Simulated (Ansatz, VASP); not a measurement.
# GaP in two plane-wave programs, part 2 of 2

Wanted: the spread between two codes on one cell, functional and k mesh. The cell is taken from a series of VASP runs on this material, whose earlier steps may have relaxed, scaled or displaced it; both programs get it as it stands.

VASP 6.6.1 and Ansatz 0.2.0.

So far: The structure; VASP: zone-centre phonons, LDA.

**3. Ansatz: zone-centre phonons, LDA**

Level of this step: Ansatz beside VASP: Kohn-Sham DFT, plane waves, LDA (Ansatz).

Ansatz runs on its default PAW (the set named soft_2) files.

The same cell, functional (in two slightly different forms) and mesh now go to Ansatz, which takes its cutoff from its data sets.

The input, input.yaml:

```yaml
crystal:
  lattice:
    - [0.0, 2.6967765101, 2.6967765101]
    - [2.6967765101, 0.0, 2.6967765101]
    - [2.6967765101, 2.6967765101, 0.0]
  atoms:
    - { symbol: Ga, position: [0.0, 0.0, 0.0] }
    - { symbol: P, position: [0.75, 0.75, 0.75] }
hamiltonian:
  xc: lda
  pseudopotentials: { kind: paw }
kpoints:
  mp_grid: { grid: [14, 14, 14] }
scf:
  occupations: { method: fixed }
phonons:
  method: dfpt
  qpoints: [[0, 0, 0]]
  dielectric: true
  rigid_motions: translations
```

Command:

```sh
> ansatz run input.yaml --threads 4 --pin off --max-ram 9216MiB --backend cpu --events-out ev --progress --plain --runs-dir out
```

Numbers of over 12 decimals in the logs are rounded to 6 here.

The log of the run:

```text
Engine: ansatz 0.2.0, aarch64-unknown-linux-gnu
Pseudopotentials: kind: paw
Pseudopotential: Ga, paw, valence charge 13, recommended cutoff 420 eV (normal), Ga.paw.azcp
Pseudopotential: P, paw, valence charge 5, recommended cutoff 420 eV (normal), P.paw.azcp
Functional definition: SPW92
  exchange = slater_x
  correlation = pw_c
Crystal: 2 atoms, lattice volume = 39.225 Å³
Basis set: ecut = 420 eV, 749 PW (Γ), exchange–correlation on 54×54×54 points (8 copies of the dense FFT grid, shifted against one another)
Bands: 13, of which v1, the nominal top of the filled ones, is band 9 counted from 1 (8 counted from 0)
Symmetry: 24 space group operations
k-points: 428 of 2744 (irreducible under 4 space group operations, time reversal used)
Non-local potential: Ga, projectors of the file, l = 0: 2, l = 1: 2, l = 2: 3, l = 3: 1
Non-local potential: P, projectors of the file, l = 0: 2, l = 1: 2, l = 2: 2
PAW form: soft (Blöchl's): semilocal exchange-correlation on the pseudo side does not see the compensation charge
PAW frozen core: Ga, regenerated for the run's functional, and the local potential with it (the file was generated under x = pbe(κ = 0.804, μ = 0.219515), c = pbe(β = 0.066725))
PAW frozen core: P, regenerated for the run's functional, and the local potential with it (the file was generated under x = pbe(κ = 0.804, μ = 0.219515), c = pbe(β = 0.066725))
PAW one-centre angular grid: Ga, 590 points (default); XC on 64 Gauss nodes
PAW one-centre angular grid: P, 110 points (default); XC on 64 Gauss nodes
Initial density: superposition of atomic densities (neutral atoms: chi_scale 0, normalization atom), corrected by the library's trained network
Initial wavefunctions: pseudopotential atomic-orbital guess
Functional: x = slater, c = lda
SCF iter   1: F=—  HF=-4433.774634 eV  |F-HF|=—  |Δ(HF+E_count)|=         —  Δρ=6.47e-3  dr2=1.63e-2  ethr=1.77e-3  ⟨swp⟩=5.0  Hψ=29356  notcnv=0  defer=820
preconditioner: auto → none  [insulator: Δε(μ)=1.330 eV  Ē_g=15.639 eV  n_scr=14 (ndim 8)  ℏωp=25.2 eV  f_vac=0.009  ε∞_Penn≈3.6]
SCF iter   2: F=—  HF=-4433.768918 eV  |F-HF|=—  |Δ(HF+E_count)|=   5.72e-3  Δρ=3.11e-3  dr2=1.62e-3  ethr=9.07e-5  ⟨swp⟩=2.7  Hψ=11118  notcnv=0  defer=850
SCF iter   3: F=—  HF=-4433.768503 eV  |F-HF|=—  |Δ(HF+E_count)|=   4.15e-4  Δρ=9.79e-4  dr2=2.83e-4  ethr=9.02e-6  ⟨swp⟩=2.8  Hψ=10876  notcnv=0  defer=846
SCF iter   4: F=—  HF=-4433.768396 eV  |F-HF|=—  |Δ(HF+E_count)|=   1.07e-4  Δρ=3.77e-4  dr2=2.45e-5  ethr=1.57e-6  ⟨swp⟩=2.0  Hψ=10356  notcnv=0  defer=807
SCF iter   5: F=—  HF=-4433.768393 eV  |F-HF|=—  |Δ(HF+E_count)|=   3.24e-6  Δρ=1.95e-5  dr2=9.73e-8  ethr=1.36e-7  ⟨swp⟩=3.0  Hψ=9536  notcnv=0  defer=699
SCF iter   6: F=—  HF=-4433.768393 eV  |F-HF|=—  |Δ(HF+E_count)|=   1.71e-7  Δρ=3.93e-6  dr2=7.19e-9  ethr=5.41e-10  ⟨swp⟩=3.7  Hψ=10882  notcnv=0  defer=689
SCF iter   7: F=—  HF=-4433.768393 eV  |F-HF|=—  |Δ(HF+E_count)|=   1.68e-9  Δρ=7.09e-7  dr2=1.08e-10  ethr=3.99e-11  ⟨swp⟩=2.0  Hψ=7151  notcnv=0  defer=690
SCF iter   8: F=-4433.768393 eV  HF=-4433.768393 eV  |F-HF|=0.00e0  |Δ(HF+E_count)|=  3.55e-11  Δρ=1.11e-7  dr2=3.51e-12  ethr=1.00e-12  ⟨swp⟩=11.1  Hψ=39568  notcnv=0
SCF 1 converged in 8 iterations: F = -4433.768393 eV  dr2 = 3.51e-12
  greatest PAW one-centre occupation: 0.994 electrons in one spin orbital (limit 2), on the Ga atom at site 0 (counted from 0), in its partial waves of l = 2
NSCF: frozen V_eff on 2 k-points
DFPT response loops at Γ: preconditioner auto → none (the input reference at scf.mixing.eps_inf says where Resta's filter doesn't serve); β = 0.50; Broyden in place of MSR1
── the response to a field inside a basis, on 14×14×14 k-points: an SCF that follows is theirs, and a resumed run solves both again ──
Bands: 10, of which v1, the nominal top of the filled ones, is band 9 counted from 1 (8 counted from 0)
k-points: 280 of 2744 (irreducible under 6 space group operations, time reversal used)
Initial density: handed on by an earlier stage of this run
Initial wavefunctions: pseudopotential atomic-orbital guess (no wavefunctions were taken with the density)
Eigensolver: Dense (280 Hₖ)
SCF iter   1: F=—  HF=-4433.767428 eV  |F-HF|=—  |Δ(HF+E_count)|=         —  Δρ=1.65e-4  dr2=3.09e-6  ethr=1.00e-1
preconditioner: auto → none  [insulator: Δε(μ)=1.467 eV  Ē_g=13.260 eV  n_scr=14 (ndim 8)  ℏωp=25.2 eV  f_vac=0.003  ε∞_Penn≈4.6]
SCF iter   2: F=—  HF=-4433.767427 eV  |F-HF|=—  |Δ(HF+E_count)|=   5.18e-7  Δρ=1.13e-4  dr2=1.82e-6  ethr=1.72e-8
SCF iter   3: F=—  HF=-4433.767427 eV  |F-HF|=—  |Δ(HF+E_count)|=   4.26e-7  Δρ=2.72e-5  dr2=2.65e-7  ethr=1.01e-8
SCF iter   4: F=-4433.767427 eV  HF=-4433.767427 eV  |F-HF|=1.40e-9  |Δ(HF+E_count)|=   3.28e-7  Δρ=3.66e-6  dr2=2.91e-9  ethr=1.47e-9
SCF 1 converged in 4 iterations: F = -4433.767427 eV  dr2 = 2.91e-9
DFPT response loops at Γ: mixed as the last ones told, above
SCF converged after 8 iterations
Free energy (F): -4433.768393 eV
Harris-Foulkes:  -4433.768393 eV  (|F-HF|=0.00e0)
Internal energy: -4433.768393 eV  (E = F + TS)
E sigma→0 (E₀):  -4433.768393 eV
Fermi energy:    7.243548 eV
--- Per-component energies (eV) ---
  E_band       = -58.606106
  E_kinetic    = 187.637894
  E_local      = -2184.704766  (includes V_loc(G=0)·N_el)
  E_nonlocal   = 462.030741
  E_hartree    = 1009.330471
  E_xc         = -130.639597
  E_vxc        = -120.320458  (∫ρ·V_xc dr)
  E_paw        = -2452.764542  (= ΣΔE_a)
  E_vpaw       = -421.910338  (= ΣTr[D̂ρ^β])
  E_aug_tail   = -0.000126  (compensation charges beyond the density's cutoff)
  E_ewald      = -1326.504299
  E_core_change = 1.845831  (= ΣΔE_core)
  E_smearing   = -0.000000  (= −TS)
  E_closure    = -0.000000  (closes the sum)
  Σ components = -4433.768393   (vs F -4433.768393, Δ=0.00e0)
--- Band table (eV; the first three rows and the last of 428) ---
  k-point 0: bands = [... 5 lower, -5.5166, 7.2435, 7.2435, 7.2435, 9.1146, 11.0222, 11.0222, 11.0222]
  k-point 1: bands = [... 5 lower, -5.4471, 6.5136, 7.1549, 7.1549, 9.5257, 11.1561, 11.1561, 11.1671]
  k-point 2: bands = [... 5 lower, -5.2423, 5.2272, 6.9352, 6.9352, 9.6802, 11.4775, 11.4775, 11.8930]
  k-point 427: bands = [... 5 lower, -2.3431, 0.5180, 3.2777, 3.9667, 11.5652, 12.1783, 13.0082, 13.9406]
--- Phonons (Γ-DFPT): 2 representative perturbations + reference, on 428 of 2744 k-points (Σ response iterations 6) ---
  k mesh reduced under 4 symmetry operations, with k and −k counted as one. Each operation leaves every solved perturbation unchanged. A smaller set is not considered because the run solves the response to a homogeneous field
  ASR residual: 9.966e-5 → 0.000e0 eV/Å²; symmetrization residual: 2.684e-6 eV/Å²
  ASR residual per site (eV/Å²): 9.32e-6 9.97e-5
  Γ frequencies (cm⁻¹): 0.00 0.00 0.00 364.19 364.19 364.19
  ε∞ (high-frequency dielectric tensor):
       10.653093    -0.000000     0.000000
       -0.000000    10.653093     0.000000
        0.000000     0.000000    10.653093
  ε⁰ (static dielectric tensor: ions relaxed, cell fixed):
       12.506352    -0.000000     0.000000
       -0.000000    12.506352     0.000000
        0.000000     0.000000    12.506352
  ε⁰ − ε∞ (ionic part):
        1.853259     0.000000    -0.000000
        0.000000     1.853259     0.000000
       -0.000000     0.000000     1.853259
  softest optical mode at Γ: 364.19 cm⁻¹; the repairs (sum rule, projections) moved no ω² at Γ by more than (1.01 cm⁻¹)²
  Born effective charges Z* (e; rows j = field, columns β = displacement):
    site 0:
         2.04995    0.00000    0.00000
        -0.00000    2.04995    0.00000
        -0.00000    0.00000    2.04995
    site 1:
        -2.04995   -0.00000   -0.00000
         0.00000   -2.04995   -0.00000
         0.00000   -0.00000   -2.04995
  Z* charge neutrality: 2.137e-4 e pre-enforcement
  solved inside a basis spanned on kpoints, on 14×14×14 k-points, its susceptibility summed on 18×18×18: ε∞ is read to err by 2.9e-2, Z* by 1.4e-2 e (field_mesh: kpoints solves on kpoints); Z* is corrected for what the basis lacks
  optical modes at Γ without the LO–TO term, one row a degenerate level:
      ω (cm⁻¹)  modes    IR ((D/Å)²/amu)
        364.19      3            13.5617
  optical modes at Γ + LO–TO along q̂ = [1.0000, 0.0000, 0.0000]:
      ω (cm⁻¹)  modes    IR ((D/Å)²/amu)
        364.19      2             9.0412
        394.60      1             4.5206
  optical modes at Γ + LO–TO along q̂ = [0.0000, 1.0000, 0.0000]:
      ω (cm⁻¹)  modes    IR ((D/Å)²/amu)
        364.19      2             9.0412
        394.60      1             4.5206
  optical modes at Γ + LO–TO along q̂ = [0.0000, 0.0000, 1.0000]:
      ω (cm⁻¹)  modes    IR ((D/Å)²/amu)
        364.19      2             9.0412
        394.60      1             4.5206
--- Phonons (arbitrary-q DFPT): 1 explicit q-point ---
  q = [0, 0, 0] (of the zone-centre solve; hermiticity 5.13e-7, symmetrization 3.34e-14): -0.00 0.00 0.00 364.19 364.19 364.19
  sum rule: each row above includes the acoustic sum rule's correction from the zone centre's row sums; it moved no ω² by more than (0.94 cm⁻¹)²
```

Wall time 81 s (4 threads of Arm Neoverse N1, shared host); peak memory 1.1 GiB; 5.1 min of CPU time.

**4. Side by side**

Known differences besides the potentials themselves: the two LDA forms differ slightly; the cutoff is 420 eV in Ansatz and 500 eV in VASP; VASP's log shows a relativistic correction to its local exchange, Ansatz's none. Total energies have different zeros and are not compared.

Both answers:

```tsv
quantity	Ansatz	VASP	difference
ε∞ xx	10.65	10.56	+0.86 %
ε∞ yy	10.65	10.56	+0.86 %
ε∞ zz	10.65	10.56	+0.86 %
Born charge of Ga1 (mean of the diagonal) (e)	2.05	2.06	-0.01
Born charge of P2 (mean of the diagonal) (e)	-2.05	-2.06	+0.01
optical mode 1 to 3 (cm⁻¹)	364.2	364.3	-0.04 %
```

Modes are paired by rising frequency and degeneracy, not by their patterns, so a pair may still set unlike modes beside each other.

**5. Other set-ups**

Further runs change the set-up of one program: Ansatz's method, potentials or start, or VASP's data sets, cutoff or form of LDA. The table gives Ansatz less VASP for each quantity, since a change that brings one quantity closer may part another.

```tsv
run	optical mode 1 to 3 (%)
as above	-0.037
Ansatz's all-electron LAPW method	-0.026
```

**6. What came out**

| Property | Result |
| --- | --- |
| r.m.s. difference of the optical zone-centre modes, each program's sorted by frequency (zone-centre phonons, LDA) | 0.13 cm⁻¹ |
| difference in ε∞ xx (zone-centre phonons, LDA) | +0.9 % |

What this shows: The r.m.s. difference of the optical zone-centre modes, each program's sorted by frequency is 0.13 cm⁻¹ (zone-centre phonons, LDA). Among the rows given in per cent, the largest difference of the zone-centre phonons, LDA pair is in ε∞ xx, +0.9 %; the dielectric tensor converges slowly with the mesh, which Ansatz refines and VASP takes as typed. Zone-centre phonons, LDA, Ansatz's all-electron LAPW method: the difference in optical mode 1 to 3 goes from -0.037 to -0.026 %. How closely two codes agree says nothing of how well the functional describes the real material.

[Lines on the potential files, build, host, timing and source positions are cut from VASP's logs without a mark.]

[Logs are printed without paths, hosts, clocks, repeated set-up lines and the standing remarks that a program may print on its own settings, such as how far it seeks lower states.]

[Hosts, paths, dates, database ids (printed as entryN), source tags and the programs' standing remarks are cut or masked in the printed files.]
